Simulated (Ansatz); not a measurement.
# How BeS (F-43m) expands on warming, part 2 of 3

How much does BeS expand with temperature?

Experimental results on record:
- heat capacity C_P per formula unit 34.2 J/mol/K and bulk modulus 105 GPa near room temperature (given in “High-Throughput Prediction of Finite-Temperature Properties using the Quasi-Harmonic Approximation”, 2016, arXiv:1603.06924)

Ansatz 0.2.0; DFT RPBE, scalar-relativistic, plane waves, PAW.

So far. Step 2 (Probe on a coarse mesh): The start is under 4.0 GPa at this level and looks like an insulator or semiconductor on this mesh. Step 4 (Relaxing to small residual forces and stress): The residual pressure is 0.0065 GPa, small enough for phonons.

The database entry behind the starting cell differs from later determinations by our own check (0.1 to 0.3 % short, probably kX units), so it need not match the best structure at ambient conditions.

### 5. A faulty attempt

This input was changed on purpose, to see how the program answers.

The cell differs from the one that the last finished run ended in (a 3.477 → 3.825 Å, b 3.477 → 3.825 Å, c 3.477 → 3.825 Å).

Input file input.yaml:

```yaml
crystal:
  lattice:
    - [0.0, 2.704395329, 2.704395329]
    - [2.704395329, 0.0, 2.704395329]
    - [2.704395329, 2.704395329, 0.0]
  atoms:
    - { symbol: Be, position: [0.0, 0.0, 0.0] }
    - { symbol: S, position: [0.25, 0.25, 0.25] }
kpoints:
  mp_grid: { grid: [8, 8, 8] }
hamiltonian:
  xc: rpbe
scf:
  occupations: { method: fixed }
  max_iter: 100
output:
  eigenvalues: true
phonons:
  method: dfpt
  qmesh: [2, 2, 2]
  thermal_expansion: {}
```

Started as:

```
ansatz run input.yaml --threads 2 --pin off --max-ram 5120MiB --backend cpu --events-out ev --progress --plain --runs-dir out
```

Numbers of over 12 decimals in the logs are rounded to 6 here.

What it wrote:

```text
Warning: phonons: the dynamical matrix that this run interpolates holds no multipole term above the dipole-dipole one, and a site of this crystal is no centre of inversion, so its interpolated transverse optical and acoustic branches and sound speeds can stay off near Gamma, and the density of states and the thermodynamics with them. What a run solves at a wave vector of phonons.qpoints, Gamma apart, where the deck admits one, is free of this, and under fd what a larger phonons.supercell samples
[...]
Crystal: 2 atoms, lattice volume = 39.559 Å³
Basis set: ecut = 487.2 eV, 941 PW (Γ), exchange–correlation on 60×60×60 points (8 copies of the dense FFT grid, shifted against one another)
Bands: 8, of which v1, the nominal top of the filled ones, is band 4 counted from 1 (3 counted from 0)
Symmetry: 24 space group operations
[...]
k-points: 29 of 512 (time reversal used)
[...]
SCF iter   1: F=—  HF=-1000.750401 eV  |F-HF|=—  |Δ(HF+E_count)|=         —  Δρ=2.51e-3  dr2=2.49e-3  ethr=1.77e-3  ⟨swp⟩=5.4  Hψ=1729  notcnv=0  defer=37
[...]
SCF iter   7: F=-1000.750777 eV  HF=-1000.750777 eV  |F-HF|=2.09e-11  |Δ(HF+E_count)|=   1.64e-9  Δρ=8.52e-8  dr2=2.77e-12  ethr=1.00e-12  ⟨swp⟩=9.6  Hψ=1539  notcnv=0
SCF 1 converged in 7 iterations: F = -1000.750777 eV  dr2 = 2.77e-12
[...]
relax step   1: F+E_penalty+E_count = -1000.75077687 eV  Δ(F+E_penalty+E_count) = +0.000e0 eV  max|allowed force component| = 1.735e-16 eV/Å  Δτ_max = 0.0000 Å  (7 SCF iters, accepted)
SCF converged after 7 iterations
Free energy (F): -1000.750777 eV
[...]
Internal energy: -1000.750777 eV  (E = F + TS)
E sigma→0 (E₀):  -1000.750777 eV
Fermi energy:    2.240982 eV
[...]
--- Stress (GPa, compression-positive) ---
      -14.483286      -0.000000      -0.000000
        0.000000     -14.483286       0.000000
       -0.000000       0.000000     -14.483286
  P = ⅓ Tr σ = -14.4833 GPa (-144.833 kbar)
--- Band table (eV; the first three rows and the last of 29) ---
[...]
── thermal expansion: 3 new cells, 3 in all ──
thermal expansion: relaxation of cell 2
thermal expansion: relaxation of cell 3
── thermal expansion: 3 new cells, 6 in all ──
thermal expansion: relaxation of cell 4
thermal expansion: relaxation of cell 5
thermal expansion: relaxation of cell 6
── thermal expansion: 3 new cells, 9 in all ──
thermal expansion: relaxation of cell 7
thermal expansion: relaxation of cell 8
thermal expansion: relaxation of cell 9
── thermal expansion: 3 new cells, 12 in all ──
thermal expansion: relaxation of cell 10
thermal expansion: relaxation of cell 11
thermal expansion: relaxation of cell 12
── thermal expansion: 3 new cells, 15 in all ──
thermal expansion: relaxation of cell 13
thermal expansion: relaxation of cell 14
thermal expansion: relaxation of cell 15
── thermal expansion: 2 new cells, 17 in all ──
thermal expansion: relaxation of cell 16
thermal expansion: lower-state search of cell 16
thermal expansion: phonons of cell 16
thermal expansion: relaxation of cell 17
thermal expansion: phonons of cell 17
── thermal expansion: 5 new cells, 22 in all ──
thermal expansion: relaxation of cell 18
thermal expansion: relaxation of cell 19
thermal expansion: relaxation of cell 20
thermal expansion: relaxation of cell 21
thermal expansion: relaxation of cell 22
thermal expansion: phonons of cell 18
thermal expansion: phonons of cell 19
WARN: thermal expansion: narrow_supercell: the supercell is narrow for a crystal that has a band gap and may be polar, so the expansion can be far off: type phonons.supercell or phonons.qmesh [3, 3, 3] or more in a new run
--- Relaxed structure (1 steps of the walk, 1 accepted, 0 SCFs on fresh bases) ---
  F+E_penalty+E_count = -1000.75077687 eV   max|allowed force component| = 1.735e-16 eV/Å
  atoms:
    - { symbol: Be, position: [0.0, 0.0, 0.0] }
    - { symbol: S, position: [0.25, 0.25, 0.25] }
--- Thermal expansion: 22 cells in 7 rounds, 0 GPa ---
  no lower state was reached at cell 16
  without vibrations: a 3.47701, b 3.47701, c 3.47701 Å, V 29.7238 Å³, B 87.83 GPa
  at 0 K: a 3.48932, b 3.48932, c 3.48932 Å, V 30.0406 Å³, B 85.55 GPa
  zero-point expansion: a +0.354, b +0.354, c +0.354, V +1.066 %
      T/K        a/Å        b/Å        c/Å       V/Å³ | expansion of a, b, c, V (1e-6/K)   | that of V in the mean from 25 °C | C_P, C_V (J/mol K of the cell) | B_T, B_S (GPa)
     0.00    3.48932    3.48932    3.48932    30.0406 |    0.00    0.00    0.00    0.00 |    8.17 |     0.000     0.000 |    85.55    85.55
    90.00    3.48936    3.48936    3.48936    30.0415 |    0.55    0.55    0.55    1.66 |   11.55 |     9.709     9.709 |    85.50    85.51
   180.00    3.48997    3.48997    3.48997    30.0573 |    3.54    3.54    3.54   10.61 |   15.93 |    25.147    25.115 |    85.06    85.17
   270.00    3.49152    3.49152    3.49152    30.0975 |    6.17    6.17    6.17   18.51 |   19.42 |    35.104    34.962 |    84.26    84.60
   298.15    3.49216    3.49216    3.49216    30.1139 |    6.76    6.76    6.76   20.29 |       - |    37.199    37.012 |    83.97    84.40
   350.00    3.49347    3.49347    3.49347    30.1478 |    7.64    7.64    7.64   22.91 |   21.67 |    40.189    39.911 |    83.42    84.00
   440.00    3.49605    3.49605    3.49605    30.2146 |    8.68    8.68    8.68   26.05 |   23.56 |    43.600    43.153 |    82.41    83.27
   530.00    3.49890    3.49890    3.49890    30.2885 |    9.38    9.38    9.38   28.15 |   25.01 |    45.713    45.089 |    81.37    82.50
   620.00    3.50194    3.50194    3.50194    30.3676 |    9.90    9.90    9.90   29.69 |   26.17 |    47.122    46.319 |    80.31    81.70
   710.00    3.50512    3.50512    3.50512    30.4506 |   10.30   10.30   10.30   30.91 |   27.14 |    48.129    47.143 |    79.22    80.88
   800.00    3.50843    3.50843    3.50843    30.5368 |   10.65   10.65   10.65   31.95 |   27.98 |    48.891    47.718 |    78.13    80.05
   890.00    3.51185    3.51185    3.51185    30.6261 |   10.96   10.96   10.96   32.87 |   28.73 |    49.499    48.134 |    77.02    79.21
   980.00    3.51536    3.51536    3.51536    30.7180 |   11.24   11.24   11.24   33.72 |   29.42 |    50.008    48.444 |    75.90    78.35
  1000.00    3.51615    3.51615    3.51615    30.7388 |   11.30   11.30   11.30   33.90 |   29.56 |    50.111    48.502 |    75.65    78.16
  the static fit leaves 0.000 meV an atom of the energies and, of the stresses, 0.000 GPa of each cell's largest along a strain (root mean squares over the cells), whose Pulay part it has at -0.005 GPa
  vibrations' free energy: its fit passes through its cells
  the electrons' free energy at temperature is not in it: every band gap is over 1.03 eV
  free energies summed between the sampled wave vectors
  estimated error of the fitted expansion in any direction: up to 0.028e-6/K, at 1000 K, with few degrees of freedom (an estimate, not a bound: it was exceeded on models of known expansion)
  by sums over the sampled wave vectors an expansion of the volume parts by up to 2.41e-6/K
  by a static energy of one degree less an expansion of the volume parts by up to 0.02e-6/K
  the FFT grids of the static calculations differ: 25 × 25 × 25, 27 × 27 × 27
  band gaps on the cells' k-points are 3.255 to 3.459 eV
  narrow_supercell: the supercell is narrow for a crystal that has a band gap and may be polar, so the expansion can be far off: type phonons.supercell or phonons.qmesh [3, 3, 3] or more in a new run
```

The job ended after 93 s (2 threads of Arm Neoverse V1, shared host; peak memory 0.47 GiB).

The run finished. A setting was moved off its sound value on purpose, so it serves as a test and not as the result.

The fault put into the input: a lattice 10 % too large as the start.

### 6. The quasi-harmonic study, q-mesh 2×2×2

The study relaxes the crystal at several strains, solves the phonons on some of them and minimises the free energy at each temperature (static energy, vibrations, the electrons in a metal, and PV under a set pressure); the q-mesh sets how far the force constants reach.

Input file input.yaml:

```yaml
crystal:
  lattice:
    - [0.0, 2.4585412082, 2.4585412082]
    - [2.4585412082, 0.0, 2.4585412082]
    - [2.4585412082, 2.4585412082, 0.0]
  atoms:
    - { symbol: Be, position: [0.0, 0.0, 0.0] }
    - { symbol: S, position: [0.25, 0.25, 0.25] }
kpoints:
  mp_grid: { grid: [8, 8, 8] }
hamiltonian:
  xc: rpbe
scf:
  occupations: { method: fixed }
output:
  eigenvalues: true
phonons:
  method: dfpt
  qmesh: [2, 2, 2]
  temperatures: { t_max: 800.0, t_step: 50 }
  thermal_expansion: {}
```

What it wrote:

```text
[...]
Crystal: 2 atoms, lattice volume = 29.721 Å³
Basis set: ecut = 487.2 eV, 725 PW (Γ), exchange–correlation on 54×54×54 points (8 copies of the dense FFT grid, shifted against one another)
Bands: 8, of which v1, the nominal top of the filled ones, is band 4 counted from 1 (3 counted from 0)
Symmetry: 24 space group operations
[...]
k-points: 29 of 512 (time reversal used)
[...]
SCF iter   1: F=—  HF=-1001.310997 eV  |F-HF|=—  |Δ(HF+E_count)|=         —  Δρ=2.25e-3  dr2=1.10e-3  ethr=1.77e-3  ⟨swp⟩=4.6  Hψ=1672  notcnv=0  defer=43
[...]
SCF iter   8: F=-1001.310780 eV  HF=-1001.310780 eV  |F-HF|=3.41e-13  |Δ(HF+E_count)|=  1.21e-11  Δρ=4.02e-8  dr2=6.43e-13  ethr=1.00e-12  ⟨swp⟩=6.2  Hψ=1217  notcnv=0
SCF 1 converged in 8 iterations: F = -1001.310780 eV  dr2 = 6.43e-13
[...]
relax step   1: F+E_penalty+E_count = -1001.31078001 eV  Δ(F+E_penalty+E_count) = +0.000e0 eV  max|allowed force component| = 1.679e-16 eV/Å  Δτ_max = 0.0000 Å  (8 SCF iters, accepted)
SCF converged after 8 iterations
Free energy (F): -1001.310780 eV
[...]
Internal energy: -1001.310780 eV  (E = F + TS)
E sigma→0 (E₀):  -1001.310780 eV
Fermi energy:    4.955679 eV
[...]
--- Stress (GPa, compression-positive) ---
        0.008307      -0.000000      -0.000000
        0.000000       0.008307       0.000000
       -0.000000       0.000000       0.008307
  P = ⅓ Tr σ = 0.0083 GPa (0.083 kbar)
--- Band table (eV; the first three rows and the last of 29) ---
[...]
── thermal expansion: 3 new cells, 3 in all ──
thermal expansion: relaxation of cell 2
thermal expansion: relaxation of cell 3
── thermal expansion: 2 new cells, 5 in all ──
thermal expansion: relaxation of cell 4
thermal expansion: lower-state search of cell 4
thermal expansion: phonons of cell 4
thermal expansion: relaxation of cell 5
thermal expansion: phonons of cell 5
── thermal expansion: 5 new cells, 10 in all ──
thermal expansion: relaxation of cell 6
thermal expansion: relaxation of cell 7
thermal expansion: relaxation of cell 8
thermal expansion: relaxation of cell 9
thermal expansion: relaxation of cell 10
thermal expansion: phonons of cell 6
thermal expansion: phonons of cell 7
[...]
--- Relaxed structure (1 steps of the walk, 1 accepted, 0 SCFs on fresh bases) ---
  F+E_penalty+E_count = -1001.31078001 eV   max|allowed force component| = 1.679e-16 eV/Å
  atoms:
    - { symbol: Be, position: [0.0, 0.0, 0.0] }
    - { symbol: S, position: [0.25, 0.25, 0.25] }
--- Thermal expansion: 10 cells in 3 rounds, 0 GPa ---
  no lower state was reached at cell 4
  without vibrations: a 3.47701, b 3.47701, c 3.47701 Å, V 29.7237 Å³, B 87.83 GPa
  at 0 K: a 3.48932, b 3.48932, c 3.48932 Å, V 30.0405 Å³, B 85.55 GPa
  zero-point expansion: a +0.354, b +0.354, c +0.354, V +1.066 %
[...]
0.00    3.48932    3.48932    3.48932    30.0405 |    0.00    0.00    0.00    0.00 |    8.17 |     0.000     0.000 |    85.55    85.55
   100.00    3.48938    3.48938    3.48938    30.0420 |    0.79    0.79    0.79    2.37 |   12.04 |    11.582    11.581 |    85.48    85.49
   200.00    3.49024    3.49024    3.49024    30.0642 |    4.22    4.22    4.22   12.66 |   16.80 |    27.864    27.815 |    84.91    85.06
   298.15    3.49216    3.49216    3.49216    30.1139 |    6.76    6.76    6.76   20.29 |       - |    37.200    37.013 |    83.97    84.40
   350.00    3.49347    3.49347    3.49347    30.1477 |    7.64    7.64    7.64   22.91 |   21.67 |    40.190    39.912 |    83.42    84.00
   450.00    3.49635    3.49635    3.49635    30.2224 |    8.77    8.77    8.77   26.32 |   23.74 |    43.885    43.418 |    82.30    83.19
   550.00    3.49955    3.49955    3.49955    30.3056 |    9.51    9.51    9.51   28.53 |   25.29 |    46.074    45.411 |    81.14    82.32
   650.00    3.50298    3.50298    3.50298    30.3948 |   10.04   10.04   10.04   30.13 |   26.51 |    47.493    46.630 |    79.95    81.43
   750.00    3.50658    3.50658    3.50658    30.4885 |   10.46   10.46   10.46   31.39 |   27.53 |    48.492    47.423 |    78.74    80.52
   800.00    3.50843    3.50843    3.50843    30.5368 |   10.65   10.65   10.65   31.95 |   27.98 |    48.891    47.718 |    78.13    80.06
[...]
vibrations' free energy: its fit passes through its cells
  the electrons' free energy at temperature is not in it: every band gap is over 0.83 eV
  free energies summed between the sampled wave vectors
[...]
the FFT grids of the static calculations differ: 25 × 25 × 25, 27 × 27 × 27
  band gaps on the cells' k-points are 3.255 to 3.435 eV
[...]
```

The job ended after 78 s (2 threads; peak memory 0.47 GiB; 2.4 min of CPU time).

Numbers from this step:

| Property | Result |
| --- | --- |
| pressure | 0.008307 GPa |
| volume expansion coefficient at 298 K | 20.29 1e-6/K |
| C_P at 298 K | 18.6 J/mol-atom/K |
| entropy at 298 K | 15.88 J/mol-atom/K |
| isothermal bulk modulus at 298 K | 83.97 GPa |
| Grüneisen parameter at 298 K | 0.8348 |
| volume at 298 K | 15.06 Å³/atom |
| principal linear expansion coefficients at 298 K | 6.763, 6.763, 6.763 1e-6/K |

Strained cells of the study; zero-point energy where phonons were solved; the pressures are stresses at a fixed cutoff and can carry an offset from the finite basis. Expansion cells, by row:

```tsv
cell	|a| (Å)	|b| (Å)	|c| (Å)	V (Å³/atom)	E - E_lowest (meV/atom)	pressure (GPa)	gap (eV)	zero-point energy (meV/atom)
1	3.477	3.477	3.477	14.86	0	0.002	3.322	-
2	3.505	3.505	3.505	15.22	2.277	-2.005	3.373	-
3	3.449	3.449	3.449	14.51	2.38	2.199	3.268	-
4	3.477	3.477	3.477	14.86	0	-0.021	3.322	72.71
5	3.495	3.495	3.495	15.09	0.925	-1.298	3.355	71.43
6	3.506	3.506	3.506	15.23	2.409	-2.059	3.374	70.63
7	3.52	3.52	3.52	15.42	5.354	-3.009	3.399	69.59
8	3.443	3.443	3.443	14.43	3.672	2.758	3.255	-
9	3.46	3.46	3.46	14.64	0.9	1.33	3.289	-
10	3.541	3.541	3.541	15.7	11.88	-4.349	3.435	-
```

Quasi-harmonic; a, b, c are the run's own cell vectors. Expansion, by row:

```tsv
T (K)	a (Å)	b (Å)	c (Å)	alpha (deg)	beta (deg)	gamma (deg)	cell volume (Å³/cell)	alpha_a (1e-6/K)	alpha_b (1e-6/K)	alpha_c (1e-6/K)	alpha_V (1e-6/K)	C_P (J/mol-atom/K)	C_V (J/mol-atom/K)	S (J/mol-atom/K)	B_T (GPa)	B_S (GPa)	Grueneisen	extrapolation	fit error (1e-6/K)
0	3.489	3.489	3.489	60	60	60	30.04	0	0	0	0	0	0	0	85.55	85.55	-	0	0
50	3.489	3.489	3.489	60	60	60	30.04	0.06	0.06	0.06	0.17	1.323	1.323	0.426	85.55	85.55	0.098	0	0
100	3.489	3.489	3.489	60	60	60	30.04	0.79	0.79	0.79	2.37	5.791	5.791	2.663	85.48	85.49	0.316	0	0
150	3.49	3.49	3.49	60	60	60	30.05	2.44	2.44	2.44	7.32	10.25	10.24	5.872	85.26	85.31	0.551	0	0
200	3.49	3.49	3.49	60	60	60	30.06	4.22	4.22	4.22	12.66	13.93	13.91	9.348	84.91	85.06	0.7	0	0.01
250	3.491	3.491	3.491	60	60	60	30.09	5.69	5.69	5.69	17.06	16.68	16.62	12.77	84.46	84.74	0.785	0	0.01
298.1	3.492	3.492	3.492	60	60	60	30.11	6.76	6.76	6.76	20.29	18.6	18.51	15.88	83.97	84.4	0.835	0	0.01
300	3.492	3.492	3.492	60	60	60	30.11	6.8	6.8	6.8	20.4	18.66	18.57	15.99	83.95	84.38	0.836	0	0.01
350	3.493	3.493	3.493	60	60	60	30.15	7.64	7.64	7.64	22.91	20.09	19.96	18.98	83.42	84	0.869	0	0.01
400	3.495	3.495	3.495	60	60	60	30.18	8.27	8.27	8.27	24.82	21.15	20.96	21.74	82.87	83.6	0.892	0	0.01
450	3.496	3.496	3.496	60	60	60	30.22	8.77	8.77	8.77	26.32	21.94	21.71	24.28	82.3	83.19	0.908	0	0.01
500	3.498	3.498	3.498	60	60	60	30.26	9.18	9.18	9.18	27.53	22.55	22.27	26.62	81.72	82.76	0.921	0	0.01
550	3.5	3.5	3.5	60	60	60	30.31	9.51	9.51	9.51	28.53	23.04	22.7	28.8	81.14	82.32	0.93	0	0.01
600	3.501	3.501	3.501	60	60	60	30.35	9.79	9.79	9.79	29.38	23.43	23.05	30.82	80.55	81.88	0.939	0	0.01
650	3.503	3.503	3.503	60	60	60	30.39	10.04	10.04	10.04	30.13	23.75	23.32	32.71	79.95	81.43	0.946	0	0.01
700	3.505	3.505	3.505	60	60	60	30.44	10.26	10.26	10.26	30.79	24.02	23.53	34.48	79.35	80.98	0.952	0	0.02
750	3.507	3.507	3.507	60	60	60	30.49	10.46	10.46	10.46	31.39	24.25	23.71	36.14	78.74	80.52	0.957	0	0.02
800	3.508	3.508	3.508	60	60	60	30.54	10.65	10.65	10.65	31.95	24.45	23.86	37.71	78.13	80.06	0.962	0	0.03
```

Expansion coefficient against temperature; values in 1e-6/K:

```tsv
temperature (K)	volume	principal 1
0	0	0
50	0.17	0.06
100	2.37	0.79
150	7.32	2.44
200	12.7	4.22
250	17.1	5.69
298	20.3	6.76
300	20.4	6.8
350	22.9	7.64
400	24.8	8.27
450	26.3	8.77
500	27.5	9.18
550	28.5	9.51
600	29.4	9.79
650	30.1	10.0
700	30.8	10.3
750	31.4	10.5
800	31.9	10.7
```

At 298 K the volume expansion is 20.3 × 10⁻⁶/K and B_T is 84.0 GPa. The log warns that this q-mesh is too narrow, so the figure can be far off. The program raised the cutoff to 487.2 eV by itself: with no cutoff typed, the study takes about 1.16 times the default for its relaxations and scales it with the volume for the phonons.

(Part 2 of 3 ends here.)

[Logs are printed without paths, hosts, clocks, repeated set-up lines and the standing remarks that a program may print on its own settings, such as how far it seeks lower states.]

[Hosts, paths, dates, database ids (printed as entryN), source tags and the programs' standing remarks are cut or masked in the printed files.]

[A step with changed settings may run another functional than the one named; its input shows which.]
